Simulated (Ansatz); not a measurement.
## ZrC: elastic constants with BLYP+D4

The system is ZrC.

```xyz
2
Lattice="0.0000 2.1955 2.1955 2.1955 0.0000 2.1955 2.1955 2.1955 0.0000" Properties=species:S:1:pos:R:3 pbc="T T T"
Zr    2.1955    2.1955    2.1955
C     0.0000    0.0000    0.0000
```

The cell isn't the ideal one: volume scaled by 0.8.

```
Program             : Ansatz 0.2.0
Task                : elastic constants
Functional          : BLYP
Dispersion          : D4
Potentials or basis : Ansatz PAW
Cutoff              : 420 eV (not typed: the program's choice for these potentials)
k mesh              : 7 × 7 × 7
Occupations         : fermi-dirac, width 0.15 eV
Spin                : no spin polarisation
Atoms under strain  : relaxed
```

| Item | Value |
| --- | --- |
| Pressure | 71.4 GPa |
| Band gap on the k mesh | none (metal or under the smearing width) |
| Elastic constants C11, C12, C44 | 1002, 213, 191 GPa |
| Voigt bulk modulus | 476 GPa |

Levels at points of the mesh, in eV from the Fermi level:
```
           k point  band 5  band 6  band 7  band 8  band 9  band 10  band 11  band 12
(0.00, 0.00, 0.00)  -11.89    0.88    0.88    0.88    1.09     1.09     1.09     3.34
```

Elastic tensor in Voigt notation (GPa, in the Cartesian axes of the cell as first typed):
```
1002  213  213    0    0    0
 213 1002  213    0    0    0
 213  213 1002    0    0    0
   0    0    0  191    0    0
   0    0    0    0  191    0
   0    0    0    0    0  191
```

It took 4.3 s on 1 thread of Intel(R) Xeon(R) 6975P-C (Granite Rapids), with other jobs on the host, peak memory 0.37 GiB.

Caveat: the cell is more than 3 GPa from zero pressure, which shifts response properties; elastic constants of metals need much finer meshes, so these are rough; the pressure holds a Pulay correction of +0.3 GPa for the finite cutoff; pairwise dispersion overbinds metals, which lowers pressure and volume; the PAW data sets come from PBE, with cores solved anew for the run's functional, which leaves a small shift of forces and pressure.
